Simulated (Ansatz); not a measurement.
# CdSe: a Cd atom hops into a vacancy

Aim: the barrier for Cd9 to jump 4.31 Å into the empty Cd site beside it, in a 2×2×1 supercell of CdSe with one Cd atom removed. The band relaxes its own ends first.

All numbers below are computed with Ansatz 0.2.0 (DFT PBE, plane waves, PAW, scalar-relativistic, no spin polarisation).

### Step 1. The starting structure

The cell holds 15 atoms (Cd7Se8): a = 8.654 Å, b = 8.654 Å, c = 7.064 Å, α = 90.00°, β = 90.00°, γ = 120.00°.

The empty site lies at (8.66, 2.49, -0.01) Å, and Cd9 starts at (6.50, 1.26, 3.50) Å. All atoms were shaken by about 0.02 Å to break the symmetry.

Structure file:

```xyz
15
Lattice="8.6536 0.0000 0.0000 -4.3268 7.4943 0.0000 0.0000 0.0000 7.0638" Properties=species:S:1:pos:R:3 pbc="T T T"
Cd    2.2031    1.2526    3.5639
Se   -0.0280    2.4902    2.7359
Se    2.1404    1.2661    6.2725
Cd   -2.1700    6.2314   -0.0137
Cd   -0.0147    5.0319    3.5029
Se   -2.1335    6.2392    2.7142
Se    0.0308    4.9807    6.2481
Cd    4.3258    2.4814    0.0003
Cd    6.4993    1.2610    3.5008
Se    4.3559    2.5369    2.6758
Se    6.4824    1.2417    6.2593
Cd    2.1659    6.2422   -0.0103
Cd    4.3253    5.0200    3.5043
Se    2.1551    6.2250    2.7072
Se    4.3000    5.0311    6.2713
```

### Step 2. Relaxing the ends and the band

crystal.atoms is the first end and neb.final_atoms the second, which differs in Cd9 alone.

The input, input.yaml:

```yaml
crystal:
  lattice:
    - [8.65363034, -5.8e-07, 0.0]
    - [-4.32681467, 7.494264, 0.0]
    - [0.0, 0.0, 7.063777]
  atoms:
    - { symbol: Cd, position: [0.33816306, 0.16714773, 0.50453447] }
    - { symbol: Se, position: [0.16290258, 0.33228531, 0.38731237] }
    - { symbol: Se, position: [0.33180518, 0.16893603, 0.88798074] }
    - { symbol: Cd, position: [0.16498442, 0.83148555, -0.00193244] }
    - { symbol: Cd, position: [0.33402512, 0.6714389, 0.49589007] }
    - { symbol: Se, position: [0.16972413, 0.83252738, 0.38424833] }
    - { symbol: Se, position: [0.33585901, 0.66460381, 0.88452599] }
    - { symbol: Cd, position: [0.66543578, 0.33110033, 3.58e-05] }
    - { symbol: Cd, position: [0.83518269, 0.16826035, 0.49559449] }
    - { symbol: Se, position: [0.67261483, 0.3385147, 0.37880238] }
    - { symbol: Se, position: [0.83193493, 0.16568127, 0.88611179] }
    - { symbol: Cd, position: [0.66674952, 0.83292945, -0.00146296] }
    - { symbol: Cd, position: [0.83474636, 0.66985199, 0.49609301] }
    - { symbol: Se, position: [0.66435837, 0.8306415, 0.3832502] }
    - { symbol: Se, position: [0.83256212, 0.67133064, 0.88781635] }
kpoints:
  mp_grid: { grid: [2, 2, 2] }
magnetization:
  spin_polarized: false
scf:
  occupations: { method: cold, width: 0.15 }
hamiltonian:
  pseudopotentials: { kind: paw }
  xc: pbe
basis:
  ecutwfc: 420
neb:
  images: 3
  relax_end_points: true
  climbing: true
  f_tol: 0.05
  max_iterations: 40
  order_check: false
  final_atoms:
    - { symbol: Cd, position: [0.33816306, 0.16714773, 0.50453447] }
    - { symbol: Se, position: [0.16290258, 0.33228531, 0.38731237] }
    - { symbol: Se, position: [0.33180518, 0.16893603, 0.88798074] }
    - { symbol: Cd, position: [0.16498442, 0.83148555, -0.00193244] }
    - { symbol: Cd, position: [0.33402512, 0.6714389, 0.49589007] }
    - { symbol: Se, position: [0.16972413, 0.83252738, 0.38424833] }
    - { symbol: Se, position: [0.33585901, 0.66460381, 0.88452599] }
    - { symbol: Cd, position: [0.66543578, 0.33110033, 3.58e-05] }
    - { symbol: Cd, position: [1.16750969, 0.33248948, -0.00178896] }
    - { symbol: Se, position: [0.67261483, 0.3385147, 0.37880238] }
    - { symbol: Se, position: [0.83193493, 0.16568127, 0.88611179] }
    - { symbol: Cd, position: [0.66674952, 0.83292945, -0.00146296] }
    - { symbol: Cd, position: [0.83474636, 0.66985199, 0.49609301] }
    - { symbol: Se, position: [0.66435837, 0.8306415, 0.3832502] }
    - { symbol: Se, position: [0.83256212, 0.67133064, 0.88781635] }
```

The run is started by

```sh
ansatz run input.yaml --threads 4 --pin off --max-ram 8192MiB --backend cpu --events-out ev --progress --plain --runs-dir out
```

Standard output, shortened:

```text
Warning: neb: disabling space-group detection — the band's intermediate images generally break the endpoint symmetry, so no spatial operation reduces the k-mesh or symmetrises the density, except that a semilocal band can use its path's symmetry ahead of convergence; time reversal is [...]
Warning: RAYON_NUM_THREADS=4 ignored (pool sized by the plan → 4); use --threads N
[...]
Pseudopotentials: kind: paw
Pseudopotential: Cd, paw, valence charge 20, recommended cutoff 420 eV (normal), Cd.paw.azcp
Pseudopotential: Se, paw, valence charge 16, recommended cutoff 420 eV (normal), Se.paw.azcp
Functional definition: PBE
[...]
parallel-image band execution: 3 concurrent image workers
NEB image 0
Crystal: 15 atoms, lattice volume = 458.104 Å³
Basis set: ecut = 420 eV, 8921 PW (Γ), exchange–correlation on 120×120×96 points (8 copies of the dense FFT grid, shifted against one another)
Bands: 161, of which v1, the nominal top of the filled ones, is band 134 counted from 1 (133 counted from 0)
Symmetry: 1 space group operations
k-points: 8
[...]
SCF iter   1: F=—  HF=-101540.213978 eV  |F-HF|=—  |Δ(HF+E_count)|=         —  Δρ=2.02e-3  dr2=5.91e-2  ethr=1.77e-3  ⟨swp⟩=5.0  Hψ=4168  notcnv=0  defer=71
[...]
NSCF: frozen V_eff on 8 k-points
NEB image 4
[...]
NSCF: frozen V_eff on 8 k-points
NEB end point (image 0): max|allowed force component| = 6.105e-1 eV/Å (the criterion of neb.relax_end_points is 1.000e-2)
NEB end point (image 4): max|allowed force component| = 6.108e-1 eV/Å (the criterion of neb.relax_end_points is 1.000e-2)
NEB image 0, for its relaxation
[...]
NEB image 0, for its relaxation
[...]
SCF iter   8: F=—  HF=-101540.519154 eV  |F-HF|=—  |Δ(HF+E_count)|=   4.52e-4  S|Δr|=    0.00e0  Δρ=2.04e-5  dr2=4.10e-6  ethr=1.44e-8  ⟨swp⟩=2.0  Hψ=1492  notcnv=0  defer=158
```

### Step 3. The output, continued

The log, continued, shortened:

```text
SCF iter   9: F=—  HF=-101540.519154 eV  |F-HF|=—  |Δ(HF+E_count)|=   6.35e-7  S|Δr|=    0.00e0  Δρ=7.22e-6  dr2=4.91e-7  ethr=1.53e-9  ⟨swp⟩=2.0  Hψ=2007  notcnv=0  defer=158
[...]
NEB image 0, for its relaxation
[...]
NEB image 0, for its relaxation
[...]
NEB image 0
[...]
NSCF: frozen V_eff on 8 k-points
NEB end point (image 0): relaxed in 29 SCF iterations, 0.334574 eV lower, largest move of an atom 0.280 Å; not tested for a saddle point
NEB image 4, for its relaxation
[...]
NEB image 4, for its relaxation
[...]
NEB image 4, for its relaxation
[...]
NEB image 4, for its relaxation
[...]
NEB image 4
[...]
NSCF: frozen V_eff on 8 k-points
NEB end point (image 4): relaxed in 29 SCF iterations, 0.343552 eV lower, largest move of an atom 0.265 Å; not tested for a saddle point
NEB image 1
[...]
SCF iter   2: F=—  HF=-101533.761315 eV  |F-HF|=—  |Δ(HF+E_count)|=   1.90e-2  S|Δr|=    0.00e0  Δρ=2.16e-3  dr2=3.37e-2  ethr=8.66e-5  ⟨swp⟩=2.0  Hψ=2037  notcnv=0  defer=106
```

### Step 4. The output, continued

The log, continued, shortened:

```text
SCF iter   3: F=—  HF=-101533.754545 eV  |F-HF|=—  |Δ(HF+E_count)|=   6.77e-3  S|Δr|=    0.00e0  Δρ=8.50e-4  dr2=9.92e-3  ethr=1.26e-5  ⟨swp⟩=2.0  Hψ=1701  notcnv=0  defer=106
[...]
NEB image 2
[...]
NEB image 3
[...]
SCF iter   9: F=-101533.425745 eV  HF=-101533.425745 eV  |F-HF|=2.19e-8  |Δ(HF+E_count)|=   1.53e-8  S|Δr|=    0.00e0  Δρ=1.41e-6  dr2=2.65e-8  ethr=3.73e-11  ⟨swp⟩=4.0  Hψ=3739  notcnv=0
[...]
NEB iter   1: max|band force component| = 1.167e2 eV/Å  barrier→ = 36.8371 eV  barrier← = 36.8371 eV  Δτ_max = 0.2000 Å  (53 SCF iters)
[...]
NEB iter   4: max|band force component| = 7.954e0 eV/Å  barrier→ = 2.7285 eV  barrier← = 2.7285 eV  Δτ_max = 0.1987 Å  (33 SCF iters)
[...]
NEB iter   7: max|band force component| = 2.344e0 eV/Å  barrier→ = 1.5268 eV  barrier← = 1.5269 eV  Δτ_max = 0.0990 Å  (32 SCF iters)
[...]
    - { symbol: Cd, position: [0.3623111946677854, 0.6941367974004727, 0.521434099794766] }
    - { symbol: Se, position: [0.16985076110897693, 0.835284035868395, 0.3878514061694337] }
    - { symbol: Se, position: [0.29557612937821887, 0.6265640922694665, 0.8905583564394967] }
    - { symbol: Cd, position: [0.6265415374381758, 0.31878124476915315, 0.027381127450337286] }
    - { symbol: Cd, position: [0.9985506856897478, 0.24959091045709048, 0.1472124719943256] }
    - { symbol: Se, position: [0.7016766772554061, 0.3251973581007276, 0.39706192475927604] }
    - { symbol: Se, position: [0.77716394094394, 0.1389283275964857, 0.8772060530454453] }
    - { symbol: Cd, position: [0.6265403288900628, 0.808443602081689, 0.02736718755163213] }
    - { symbol: Cd, position: [0.822564577472789, 0.6616383381901924, 0.5090010972750377] }
    - { symbol: Se, position: [0.7016920583426492, 0.8771948534434495, 0.3970501324254017] }
    - { symbol: Se, position: [0.8138910218394753, 0.6572929980622487, 0.8937818537128146] }
```

It took 11 min on 4 threads of AMD EPYC 7R43 (Zen 3), shared host; peak memory 2.8 GiB.

### Step 5. What the band shows

The 3 inner images lie between the fixed ends 0 and 4. Energy is taken from image 0, and the path length is the program's own coordinate along the band.

| image | path (Å) | energy (eV) | Cd9 x y z (Å) | band force (eV/Å) |
| --- | --- | --- | --- | --- |
| 0 | 0.000 | 0.0000 | 6.58 1.30 3.63 | - |
| 1 | 1.657 | 0.3878 | 6.79 1.42 2.11 | 0.006 |
| 2* | 3.315 | 0.7405 | 7.56 1.87 1.04 | 0.014 |
| 3 | 4.430 | 0.3398 | 8.11 2.19 0.29 | 0.022 |
| 4 | 5.545 | 0.0000 | 8.57 2.45 0.10 | - |

The star marks the climbing image.

image, energy (eV) and a bar:
```
        0      0.000 
        1      0.388 ################
        2      0.741 ##############################
        3      0.340 ##############
        4      0.000
```

How the highest energy settled:

| iteration | highest image above image 0 (eV) | largest band force (eV/Å) |
| --- | --- | --- |
| 1 | 36.8371 | 116.700 |
| 3 | 6.1125 | 18.384 |
| 5 | 1.7568 | 4.238 |
| 7 | 1.5268 | 2.344 |
| 9 | 0.6055 | 0.507 |
| 11 | 0.7601 | 0.201 |
| 13 | 0.7482 | 0.143 |
| 15 | 0.7405 | 0.022 |

The band as a trajectory file:

```xyz
15
Lattice="8.654 0.000 0.000 -4.327 7.494 0.000 0.000 0.000 7.064" Properties=species:S:1:pos:R:3 pbc="T T T" image=0 dE=0.0000
Cd    2.078    1.305    3.631
Se    0.002    2.504    2.458
Se    2.022    1.337    6.278
Cd   -2.095    6.289   -0.022
Cd    0.001    4.902    3.631
Se   -2.134    6.267    2.685
Se    0.001    4.837    6.278
Cd    4.328    2.426   -0.021
Cd    6.580    1.304    3.631
Se    4.329    2.470    2.685
Se    6.634    1.336    6.278
Cd    2.099    6.288   -0.023
Cd    4.328    5.001    3.538
Se    2.137    6.266    2.684
Se    4.329    5.000    6.221
15
Lattice="8.654 0.000 0.000 -4.327 7.494 0.000 0.000 0.000 7.064" Properties=species:S:1:pos:R:3 pbc="T T T" image=1 dE=0.3878
Cd    2.210    1.306    3.696
Se    0.382    2.722    2.368
Se    1.894    1.337    6.330
Cd   -2.085    6.295   -0.003
Cd    0.069    5.014    3.696
Se   -2.064    6.306    2.709
Se   -0.063    4.726    6.330
Cd    4.168    2.449    0.021
Cd    6.788    1.424    2.111
Se    4.407    2.531    2.735
Se    6.471    1.242    6.471
Cd    2.038    6.139    0.021
Cd    4.415    5.050    3.579
Se    2.229    6.303    2.734
Se    4.318    4.995    6.256
15
Lattice="8.654 0.000 0.000 -4.327 7.494 0.000 0.000 0.000 7.064" Properties=species:S:1:pos:R:3 pbc="T T T" image=2 dE=0.7405
Cd    2.404    1.266    3.683
Se    0.778    2.951    2.339
Se    1.824    1.272    6.291
Cd   -2.168    6.246    0.008
Cd    0.132    5.202    3.683
Se   -2.144    6.260    2.740
Se   -0.153    4.696    6.291
Cd    4.043    2.389    0.193
Cd    7.561    1.871    1.040
Se    4.665    2.437    2.805
Se    6.124    1.041    6.196
Cd    1.924    6.059    0.193
Cd    4.255    4.958    3.595
Se    2.277    6.574    2.805
Se    4.199    4.926    6.313
15
Lattice="8.654 0.000 0.000 -4.327 7.494 0.000 0.000 0.000 7.064" Properties=species:S:1:pos:R:3 pbc="T T T" image=3 dE=0.3398
Cd    2.386    1.280    3.621
Se    0.399    2.732    2.619
Se    1.931    1.270    6.276
Cd   -2.187    6.235   -0.007
Cd    0.135    5.179    3.621
Se   -2.136    6.265    2.707
Se   -0.101    4.790    6.276
Cd    4.157    2.409    0.178
Cd    8.114    2.190    0.292
Se    4.628    2.442    2.800
Se    6.176    1.071    6.083
Cd    1.999    6.148    0.178
Cd    4.274    4.969    3.570
Se    2.263    6.539    2.800
Se    4.221    4.938    6.282
15
Lattice="8.654 0.000 0.000 -4.327 7.494 0.000 0.000 0.000 7.064" Properties=species:S:1:pos:R:3 pbc="T T T" image=4 dE=0.0000
Cd    2.166    1.330    3.510
Se   -0.138    2.422    2.747
Se    2.165    1.286    6.217
Cd   -2.162    6.250    0.006
Cd    0.067    4.963    3.511
Se   -2.162    6.249    2.690
Se    0.030    4.984    6.218
Cd    4.415    2.452    0.099
Cd    8.569    2.452    0.100
Se    4.470    2.421    2.746
Se    6.492    1.252    5.995
Cd    2.165    6.348    0.101
Cd    4.262    4.961    3.512
Se    2.165    6.411    2.748
Se    4.300    4.984    6.218
```

### Step 6. Summary of results

| quantity | value |
| --- | --- |
| relaxation of the ends | 0.335 eV lower, moves up to 0.28 Å; 0.344 eV lower, moves up to 0.27 Å |
| barrier forwards | 0.74 eV |
| barrier backwards | 0.74 eV |
| second end relative to first | 0.000 eV |
| highest image | 2 of 0 to 4, climbing |
| band iterations | 15 |

**Reading.** The barrier from the first end is 0.74 eV, 29 times kT at 300 K; with a typical attempt rate of 10^13 per second that is roughly 10^1 events a second. The ends differ by 1 meV at most, as they were set up to be equivalent. The input switches the test of curvatures off, so the top was not shown to be a first-order saddle. The cell of 15 atoms is small, so the barrier is not converged with size. The vacancy is neutral; in an ionic crystal a charged one is often the stable form, and its barrier can differ.
